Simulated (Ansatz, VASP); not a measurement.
# One calculation of BP, two programs

Contents of INCAR:

```
  PREC = Accurate
  ENCUT = 600
  EDIFF = 1E-7
  ISMEAR = 0
  SIGMA = 0.02
  LREAL = F
  LASPH = T
  NELM = 60
  ALGO = Normal
  ISIF = 3
  LWAVE = F
  LCHARG = F
  GGA = CA
  IBRION = 2
  NSW = 100
  EDIFFG = -0.005
```

KPOINTS

```
Automatic mesh
0
Gamma
  10 10 10
```

POSCAR

```
BP
1.0
    0.0000000000      2.2690000000      2.2690000000
    2.2690000000      0.0000000000      2.2690000000
    2.2690000000      2.2690000000      0.0000000000
B P
1 1
Direct
    0.0000000000      0.0000000000      0.0000000000
    0.7500000000      0.7500000000      0.7500000000
```

Input for Ansatz:

```yaml
crystal:
  lattice:
    - [0.0, 2.269, 2.269]
    - [2.269, 0.0, 2.269]
    - [2.269, 2.269, 0.0]
  atoms:
    - { symbol: B, position: [0.0, 0.0, 0.0] }
    - { symbol: P, position: [0.75, 0.75, 0.75] }
basis:
  ecutwfc: 420
kpoints:
  mp_grid: { grid: [10, 10, 10] }
hamiltonian:
  xc: lda
scf:
  occupations: { method: gaussian, width: 0.02 }
output:
  forces: true
  stress: true
  eigenvalues: true
relax:
  adjacent_minimum: "off"
  f_tol: 0.005
  max_steps: 80
  cell: { stress_tol: 0.05 }
```

Alike in both runs: task relaxation of cell and atoms; functional LDA; k mesh 10 × 10 × 10; occupations gaussian, width 0.02 eV; no spin polarisation.

```csv
,VASP,Ansatz
version,VASP 6.6.1,Ansatz 0.2.0
potentials or method,"VASP PAW LDA potentials, release 64 (B, P)","scalar-relativistic, plane waves, PAW"
plane-wave cutoff (eV),600,420
valence electrons in the cell,8,8
```

|  | VASP | Ansatz | Ansatz less VASP |
| --- | --- | --- | --- |
| gap on the k mesh at the Fermi level, each at its own relaxed structure (eV) | 1.15 | 1.15 | +0.001 |
| relaxed volume (Å³/atom) | 11.31 | 11.32 | +0.008 |
| relaxed cell length with the largest relative difference (Å) | 3.175 | 3.175 | +0.0007 |
| energy change over the relaxation (meV/atom) | -6 | -6 | +0.2 |

A k mesh can miss the band edges. A hybrid or GW would open this gap; LDA tends to underestimate it. LDA usually gives volumes a few per cent too small.
